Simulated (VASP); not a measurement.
# BaF2 (Frankdicksonite) (Fm-3m) in VASP: a series of runs

The runs below take BaF2 (Frankdicksonite) through relaxation of the atoms, relaxation of cell and atoms, with PBEsol, LDA.

All numbers are computed with VASP 6.6.1; they aren't measurements. Logs are shortened: lines on timing, memory, paths and dates and some standing lists are left out, and cuts for length are marked.

**1. The structure**

The structure is cubic, space group Fm-3m (No. 225). Conventional cell: a = 6.200 Å, b = 6.200 Å, c = 6.200 Å, α = 90.00°, β = 90.00°, γ = 90.00°. Around Ba (site symmetry m-3m) lie 8 F at 2.68 Å. F (site symmetry -43m) has 4 Ba at 2.68 Å as nearest neighbours.

**2. Relaxation of the atoms, PBEsol (a relaxed cell with its volume scaled by 1.02)**

Contents of INCAR:

```
SYSTEM = BaF2
PREC = Accurate ; ENCUT = 600
EDIFF = 1E-7 ; ISMEAR = 0
SIGMA = 0.03 ; LREAL = .FALSE.
LASPH = .TRUE. ; NELM = 80
ALGO = Normal ; ISIF = 2
LWAVE = .FALSE. ; LCHARG = .FALSE.
GGA = PS ; IBRION = 2
NSW = 40 ; EDIFFG = -0.01
```

Contents of KPOINTS:

```
regular mesh
0
G
  8 8 8
  0 0 0
```

Contents of POSCAR:

```
BaF2                                    
1.0
    0.0000000000      3.1086707702      3.1086707702
    3.1086707702     -0.0000000000      3.1086707702
    3.1086707702      3.1086707702      0.0000000000
  Ba              F             
     1     2
Direct
     0.0000000000000000    0.0000000000000000    0.0000000000000000
     0.2500000000000000    0.2500000000000000    0.2500000000000000
     0.7500000000000000    0.7500000000000000    0.7500000000000000
```

Potentials or basis: VASP PAW PBE potentials, release 64 (Ba_sv, F).

On the command line:

```bash
> cat potpaw_PBE.64/Ba_sv/POTCAR potpaw_PBE.64/F/POTCAR > POTCAR
> mpirun -np 1 vasp_std > vasp.out
```

OUTCAR:

```text
SYSTEM = BaF2
   PREC = Accurate
   ENCUT = 600
   EDIFF = 1E-7
   ISMEAR = 0
   LREAL = .FALSE.
   LASPH = .TRUE.
   NELM = 80
   ISIF = 2
   GGA = PS
   IBRION = 2
   NSW = 40
   EDIFFG = -0.01

 ion  position               nearest neighbor table
   1  0.000  0.000  0.000-   3 2.69   3 2.69   3 2.69   2 2.69   3 2.69   2 2.69   2 2.69   2 2.69

   2  0.250  0.250  0.250-   1 2.69   1 2.69   1 2.69   1 2.69
   3  0.750  0.750  0.750-   1 2.69   1 2.69   1 2.69   1 2.69

  LATTYP: Found a face centered cubic cell.
 ALAT       =     6.2173415404

  Lattice vectors:

 A1 = (   0.0000000000,   3.1086707702,   3.1086707702)
 A2 = (   3.1086707702,   0.0000000000,   3.1086707702)
 A3 = (   3.1086707702,   3.1086707702,   0.0000000000)

Analysis of symmetry for initial positions (statically):
=====================================================================
 Subroutine PRICEL returns:
 Original cell was already a primitive cell.

 Routine SETGRP: Setting up the symmetry group for a
 face centered cubic supercell.

 Subroutine GETGRP returns: Found 48 space group operations
 (whereof 48 operations were pure point group operations)
 out of a pool of 48 trial point group operations.

The static configuration has the point symmetry O_h .

Analysis of symmetry for dynamics (positions and initial velocities):
=====================================================================
 Subroutine PRICEL returns:
 Original cell was already a primitive cell.

 Routine SETGRP: Setting up the symmetry group for a
 face centered cubic supercell.

 Subroutine GETGRP returns: Found 48 space group operations
 (whereof 48 operations were pure point group operations)
 out of a pool of 48 trial point group operations.

The dynamic configuration has the point symmetry O_h .

 Subroutine INISYM returns: Found 48 space group operations
 (whereof 48 operations are pure point group operations),
 and found     1 'primitive' translations

----------------------------------------------------------------------------------------

                                     Primitive cell

  volume of cell :      60.0834

  direct lattice vectors                    reciprocal lattice vectors
     0.000000000  3.108670770  3.108670770    -0.160840448  0.160840448  0.160840448
     3.108670770  0.000000000  3.108670770     0.160840448 -0.160840448  0.160840448
     3.108670770  3.108670770  0.000000000     0.160840448  0.160840448 -0.160840448

  length of vectors
     4.396324364  4.396324364  4.396324364     0.278583828  0.278583828  0.278583828

  position of ions in fractional coordinates (direct lattice)
     0.000000000  0.000000000  0.000000000
     0.250000000  0.250000000  0.250000000
     0.750000000  0.750000000  0.750000000

  ion indices of the primitive-cell ions
   primitive index   ion index
                 1           1
                 2           2
                 3           3

----------------------------------------------------------------------------------------

 KPOINTS: regular mesh

Automatic generation of k-mesh.
 Grid dimensions read from file:
 generate k-points for:    8    8    8

 Generating k-lattice:

  Cartesian coordinates                     Fractional coordinates (reciprocal lattice)
    -0.020105056  0.020105056  0.020105056     0.125000000  0.000000000  0.000000000
     0.020105056 -0.020105056  0.020105056     0.000000000  0.125000000  0.000000000
     0.020105056  0.020105056 -0.020105056     0.000000000  0.000000000  0.125000000

  Length of vectors
     0.034822979  0.034822979  0.034822979

  Shift w.r.t. Gamma in fractional coordinates (k-lattice)
     0.000000000  0.000000000  0.000000000

 Subroutine IBZKPT returns following result:
 ===========================================

 Found     29 irreducible k-points:

 Following reciprocal coordinates:
            Coordinates               Weight
  0.000000  0.000000  0.000000      1.000000
  0.125000  0.000000  0.000000      8.000000
  0.250000  0.000000  0.000000      8.000000
  0.375000  0.000000  0.000000      8.000000
  0.500000  0.000000  0.000000      4.000000
  0.125000  0.125000  0.000000      6.000000
[... 16 lines left out ...]
  0.500000  0.250000  0.125000     48.000000
 -0.375000  0.250000  0.125000     24.000000
 [... further k-points ...]
   k-points           NKPTS =     29   k-points in BZ     NKDIM =     29   number of bands    NBANDS=     16
   number of dos      NEDOS =    301   number of ions     NIONS =      3
   total plane-waves  NPLWV =  46656
   dimension x,y,z NGX =    36 NGY =   36 NGZ =   36
   dimension x,y,z NGXF=    72 NGYF=   72 NGZF=   72
   ions per type =               1   2
   NGX,Y,Z   is equivalent  to a cutoff of  13.61, 13.61, 13.61 a.u.
   NGXF,Y,Z  is equivalent  to a cutoff of  27.23, 27.23, 27.23 a.u.
 SYSTEM =  BaF2
   PREC   = accura    normal or accurate (medium, high low for compatibility)
   ISTART =      0    job   : 0-new  1-cont  2-samecut
[... 31 lines left out ...]
   LORBIT       =      0    0 simple, 1 ext, 2 COOP (PROOUT), +10 PAW based schemes
   GGA     = PS    functional components
   LHFCALC =     F    Hartree Fock is set to
   AEXX    =    0.0000 exact exchange contribution
   IVDW    =     0    specifies the selected vdW correction
   LEPSILON=     F    determine dielectric tensor
   LRPA    =     F    only Hartree local field effects (RPA)
 conjugate gradient relaxation of ions
 non-spin polarized calculation
 Gauss-broadening in eV      SIGMA  =   0.03
  energy-cutoff  :      600.00
  volume of cell :       60.08
 maximum number of plane-waves:      2044
   NGX = 17   NGY = 17   NGZ = 17

 number of electron      24.0000007 magnetization

 Free energy of the ion-electron system (eV)
  ---------------------------------------------------
  ext. energy  EPLUGINS =         0.00000000
  ---------------------------------------------------
  free energy    TOTEN  =       -17.64282648 eV

  energy without entropy =      -17.64282648  energy(sigma->0) =      -17.64282648

 E-fermi :  -2.0612     XC(G=0):  -8.8725

 val. band max:       -2.2246116711   @ k =  -0.2500   0.2500   0.0000
 cond. band min:       4.3698492568   @ k =   0.0000   0.0000   0.0000
 fundamental gap:      6.5944609279
 Fermi energy:        -2.0611807452

 k-point     1 :       0.0000    0.0000    0.0000
  band No.  band energies     occupation
      1     -25.3236      2.00000
      2     -21.0182      2.00000
      3     -20.9877      2.00000
      4     -10.1643      2.00000
      5     -10.1643      2.00000
      6     -10.1643      2.00000
[... 8 lines left out ...]
     15       6.8552      0.00000
     16       9.0352      0.00000

 k-point     2 :       0.1250    0.0000    0.0000
  band No.  band energies     occupation
      1     -25.2956      2.00000
      2     -21.0349      2.00000
      3     -21.0216      2.00000
      4     -10.1924      2.00000
      5     -10.1885      2.00000
      6     -10.1885      2.00000
[... 8 lines left out ...]
     15       6.8475      0.00000
     16       8.8470      0.00000

 k-point     3 :       0.2500    0.0000    0.0000
  band No.  band energies     occupation
      1     -25.2258      2.00000
      2     -21.1219      2.00000
      3     -21.0593      2.00000
      4     -10.2532      2.00000
      5     -10.2453      2.00000
      6     -10.2453      2.00000
[... 8 lines left out ...]
     15       6.8421      0.00000
     16       8.4285      0.00000

 k-point     4 :       0.3750    0.0000    0.0000
  band No.  band energies     occupation
      1     -25.1524      2.00000
      2     -21.2206      2.00000
      3     -21.0893      2.00000
      4     -10.3053      2.00000
      5     -10.3000      2.00000
      6     -10.3000      2.00000
[... 8 lines left out ...]
     15       6.8527      0.00000
     16       7.8834      0.00000
[... 324 lines left out ...]
 k-point    22 :       0.3750    0.2500    0.1250
  band No.  band energies     occupation
      1     -25.1720      2.00000
      2     -21.1696      2.00000
      3     -21.1056      2.00000
      4     -10.3589      2.00000
      5     -10.3496      2.00000
      6     -10.1612      2.00000
[... 8 lines left out ...]
     15       7.2617      0.00000
     16       7.9008      0.00000

 k-point    23 :       0.5000    0.2500    0.1250
  band No.  band energies     occupation
      1     -25.1116      2.00000
      2     -21.2281      2.00000
      3     -21.1520      2.00000
      4     -10.4235      2.00000
      5     -10.3521      2.00000
      6     -10.2232      2.00000
[... 8 lines left out ...]
     15       7.2485      0.00000
     16       7.7919      0.00000

 k-point    24 :      -0.3750    0.2500    0.1250
  band No.  band energies     occupation
      1     -25.0859      2.00000
      2     -21.2528      2.00000
      3     -21.1716      2.00000
      4     -10.4495      2.00000
      5     -10.3009      2.00000
      6     -10.3004      2.00000
[... 8 lines left out ...]
     15       7.1767      0.00000
     16       7.9148      0.00000

 [... further k-points ...]
[... 5 lines left out ...]
  --------------------------------------------------------------------------------------
  -------------------------------------------------------------------------------------
  Total       -0.4396620     -0.4396620     -0.4396620     -0.0000000      0.0000000     -0.0000000
  in kB      -11.7239872    -11.7239872    -11.7239872     -0.0000000      0.0000000     -0.0000000
  external PRESSURE =     -11.7239872 kB  Pullay stress =       0.0000000 kB

 VOLUME and BASIS-vectors are now :
 -----------------------------------------------------------------------------
  energy-cutoff  :      600.00
  volume of cell :       60.08
      direct lattice vectors                 reciprocal lattice vectors
     0.000000000  3.108670770  3.108670770    -0.160840448  0.160840448  0.160840448
     3.108670770  0.000000000  3.108670770     0.160840448 -0.160840448  0.160840448
     3.108670770  3.108670770  0.000000000     0.160840448  0.160840448 -0.160840448

 POSITION                                       TOTAL-FORCE (eV/Angst)
 -----------------------------------------------------------------------------------
      0.00000      0.00000      0.00000         0.000000      0.000000      0.000000
      1.55434      1.55434      1.55434        -0.000000      0.000000     -0.000000
      4.66301      4.66301      4.66301         0.000000     -0.000000     -0.000000
 -----------------------------------------------------------------------------------
    total drift:                                0.000000      0.000000      0.000000

  FREE ENERGIE OF THE ION-ELECTRON SYSTEM (eV)
  ---------------------------------------------------
  free  energy   TOTEN  =       -17.6428264817 eV

  energy  without entropy=      -17.6428264817  energy(sigma->0) =      -17.64282648

 reached required accuracy - stopping structural energy minimisation
```

Run time: 30 s. Hardware: 1 thread of Intel Xeon Platinum 8488C (Sapphire Rapids), shared host; peak memory 0.21 GiB.

Results:

* Free energy: -17.6428 eV
* Pressure after relaxing: -1.2 GPa
* Band gap on the k mesh: 6.59 eV, indirect (least direct gap 6.67 eV)

Final structure:
```
Ba F
1.0
     0.00000    3.10867    3.10867
     3.10867    0.00000    3.10867
     3.10867    3.10867    0.00000
Ba F
1 2
Direct
  0.00000 0.00000 0.00000
  0.25000 0.25000 0.25000
  0.75000 0.75000 0.75000
```

Caveat: the relaxation stopped at its first step, so nothing moved; the PAW data sets were made with another functional, which shifts forces and pressure a little; spin-orbit coupling is left out, which moves the levels of the heavy elements.

**3. Relaxation of the atoms, PBEsol (a relaxed cell with its volume scaled by 1.04)**

INCAR is that of step 2.

KPOINTS is that of step 2.

Contents of POSCAR:

```
BaF2                                    
1.0
    0.0000000000      3.1288575096      3.1288575096
    3.1288575096     -0.0000000000      3.1288575096
    3.1288575096      3.1288575096      0.0000000000
  Ba              F             
     1     2
Direct
     0.0000000000000000    0.0000000000000000    0.0000000000000000
     0.2500000000000000    0.2500000000000000    0.2500000000000000
     0.7500000000000000    0.7500000000000000    0.7500000000000000
```

Potentials or basis: VASP PAW PBE potentials, release 64 (Ba_sv, F).

On the command line:

```bash
> cat potpaw_PBE.64/Ba_sv/POTCAR potpaw_PBE.64/F/POTCAR > POTCAR
> mpirun -np 1 vasp_std > vasp.out
```

It took 34 s on 1 thread of Intel Xeon Platinum 8488C (Sapphire Rapids), shared host; peak memory 0.22 GiB.

Results (log left out):

| Item | Value |
| --- | --- |
| Free energy | -17.6324 eV |
| Pressure after relaxing | -2.2 GPa |
| Band gap on the k mesh | 6.52 eV, indirect (least direct gap 6.58 eV) |

Final structure:
```
Ba F
1.0
     0.00000    3.12886    3.12886
     3.12886    0.00000    3.12886
     3.12886    3.12886    0.00000
Ba F
1 2
Direct
  0.00000 0.00000 0.00000
  0.25000 0.25000 0.25000
  0.75000 0.75000 0.75000
```

Levels at points of the mesh, in eV from the valence-band top:
```tsv
k point	band 8	band 9	band 10	band 11	band 12	band 13	band 14	band 15	band 16
(0.00, 0.00, 0.00)	-1.44	-1.44	-0.06	-0.06	-0.06	6.52	9.01	9.01	11.11
(0.50, 0.00, 0.00)	-1.04	-0.65	-0.35	-0.17	-0.17	8.84	9.01	9.01	9.59
(0.50, 0.50, 0.00)	-0.35	-0.35	-0.33	-0.33	-0.10	7.13	8.77	10.47	11.68
```

Caveat: the relaxation stopped at its first step, so nothing moved; the PAW data sets were made with another functional, which shifts forces and pressure a little; spin-orbit coupling is left out, which moves the levels of the heavy elements.

**4. Relaxation of the atoms, PBEsol (a relaxed cell with its volume scaled by 1.06)**

INCAR is that of step 3.

KPOINTS is that of step 3.

Contents of POSCAR:

```
BaF2                                    
1.0
    0.0000000000      3.1487870757      3.1487870757
    3.1487870757     -0.0000000000      3.1487870757
    3.1487870757      3.1487870757      0.0000000000
  Ba              F             
     1     2
Direct
     0.0000000000000000    0.0000000000000000    0.0000000000000000
     0.2500000000000000    0.2500000000000000    0.2500000000000000
     0.7500000000000000    0.7500000000000000    0.7500000000000000
```

On the command line:

```bash
> cat potpaw_PBE.64/Ba_sv/POTCAR potpaw_PBE.64/F/POTCAR > POTCAR
> mpirun -np 1 vasp_std > vasp.out
```

Wall time 36 s (1 thread of Intel Xeon Platinum 8488C (Sapphire Rapids), shared host); peak memory 0.21 GiB.

The run converged. Its results:

```
Free energy             : -17.6146 eV
Pressure after relaxing : -3.1 GPa
Band gap on the k mesh  : 6.44 eV, indirect (least direct gap 6.50 eV)
```

Final structure:
```cif
data_structure
_symmetry_space_group_name_H-M 'P 1'
_symmetry_Int_Tables_number 1
_cell_length_a 4.4531
_cell_length_b 4.4531
_cell_length_c 4.4531
_cell_angle_alpha 60.000
_cell_angle_beta 60.000
_cell_angle_gamma 60.000
_cell_volume 62.44
loop_
_atom_site_label
_atom_site_type_symbol
_atom_site_fract_x
_atom_site_fract_y
_atom_site_fract_z
_atom_site_occupancy
Ba1 Ba 0.00000 0.00000 0.00000 1
F1 F 0.25000 0.25000 0.25000 1
F2 F 0.75000 0.75000 0.75000 1
```

Levels at points of the mesh, in eV from the valence-band top:
```csv
k point,band 10,band 11,band 12,band 13,band 14,band 15
"(0.00, 0.00, 0.00)",-0.06,-0.06,-0.06,6.44,8.94,8.94
"(0.50, 0.00, 0.00)",-0.35,-0.17,-0.17,8.73,8.93,8.93
"(0.50, 0.50, 0.00)",-0.31,-0.31,-0.09,7.10,8.67,10.36
```

Caveat: the relaxation stopped at its first step, so nothing moved; the PAW data sets were made with another functional, which shifts forces and pressure a little; spin-orbit coupling is left out, which moves the levels of the heavy elements. A k mesh can miss the band edges.

**5. Relaxation of cell and atoms, LDA**

Contents of INCAR:

```
PREC = Accurate ; ENCUT = 600
EDIFF = 1E-6 ; ISMEAR = 0
SIGMA = 0.03 ; LREAL = False
LASPH = True ; NELM = 80
ALGO = Normal ; ISIF = 3
LWAVE = False ; LCHARG = False
GGA = CA ; IBRION = 2
NSW = 90 ; EDIFFG = -0.01
KPAR = 2
```

Contents of KPOINTS:

```
Automatic mesh
0
Gamma
  8 8 8
```

Contents of POSCAR:

```
BaF2
1.0
    0.0000000000      3.1000500000      3.1000500000
    3.1000500000      0.0000000000      3.1000500000
    3.1000500000      3.1000500000      0.0000000000
Ba F
1 2
Direct
    0.0000000000      0.0000000000      0.0000000000
    0.2500000000      0.2500000000      0.2500000000
    0.7500000000      0.7500000000      0.7500000000
```

Potentials or basis: VASP PAW LDA potentials, release 64 (Ba_sv, F).

On the command line:

```bash
> cat potpaw_LDA.64/Ba_sv/POTCAR potpaw_LDA.64/F/POTCAR > POTCAR
> mpirun -np 2 vasp_std > vasp.out
```

It took 31 s on 2 MPI ranks of Intel Xeon Platinum 8488C (Sapphire Rapids), shared host; peak memory 0.19 GiB.

Results (log left out):

| Property | Result |
| --- | --- |
| Free energy | -18.6362 eV |
| Relaxed volume | 18.78 Å³/atom |
| Relaxed cell | a = 4.303 Å, b = 4.303 Å, c = 4.303 Å, α = 60.00°, β = 60.00°, γ = 60.00° |
| Space group after relaxing (to 0.05 Å) | Fm-3m (No. 225) |
| Energy gained by relaxing | 12.3 meV/atom |
| Ionic steps | 3 |
| Pressure after relaxing | 0.0 GPa |
| Band gap on the k mesh | 6.61 eV, indirect (least direct gap 6.74 eV) |

Step by step:
| step | energy change (eV) | largest force (eV/Å) | pressure (GPa) | volume (Å³) |
| --- | --- | --- | --- | --- |
| 1 | 0.0000 | 0.0000 | -3.46 | 59.58 |
| 2 | -0.0364 | 0.0000 | 0.48 | 55.97 |
| 3 | -0.0370 | 0.0000 | 0.00 | 56.34 |

Final structure:
```
Ba F
1.0
     0.00000    3.04271    3.04271
     3.04271    0.00000    3.04271
     3.04271    3.04271    0.00000
Ba F
1 2
Cartesian
  0.0000 0.0000 0.0000
  1.5214 1.5214 1.5214
  4.5641 4.5641 4.5641
```

Levels at points of the mesh, in eV from the valence-band top:
```
           k point  band 8  band 9  band 10  band 11  band 12  band 13  band 14  band 15  band 16
(0.00, 0.00, 0.00)   -1.75   -1.75    -0.13    -0.13    -0.13     6.61     9.26     9.26    11.76
(0.50, 0.00, 0.00)   -1.30   -0.78    -0.37    -0.18    -0.18     9.26     9.26     9.27     9.56
(0.50, 0.50, 0.00)   -0.47   -0.47    -0.30    -0.30    -0.21     7.07     9.15    10.97    12.38
```

Caveat: spin-orbit coupling is left out, which moves the levels of the heavy elements.

**6. Overview**

```tsv
task	level	potentials or basis	cell	gap on the mesh (eV)	pressure (GPa)
relaxation of the atoms	PBEsol	VASP PAW PBE potentials, release 64 (Ba_sv, F)	atoms relaxed from: a relaxed cell with its volume scaled by 1.02	6.59	-1.2
relaxation of the atoms	PBEsol	VASP PAW PBE potentials, release 64 (Ba_sv, F)	atoms relaxed from: a relaxed cell with its volume scaled by 1.04	6.52	-2.2
relaxation of the atoms	PBEsol	VASP PAW PBE potentials, release 64 (Ba_sv, F)	atoms relaxed from: a relaxed cell with its volume scaled by 1.06	6.44	-3.1
relaxation of cell and atoms	LDA	VASP PAW LDA potentials, release 64 (Ba_sv, F)	relaxed	6.61	0.0
```

Alike in all rows: no spin polarisation; k mesh 8 × 8 × 8; cutoff (eV) 600; smearing gaussian 0.03 eV.

Caveats: spin-orbit coupling is left out, which moves the levels of the heavy elements; the relaxation stopped at its first step, so nothing moved (some runs); the PAW data sets were made with another functional, which shifts forces and pressure a little (some runs).

Absolute energies hang on the potentials; compare differences alone.
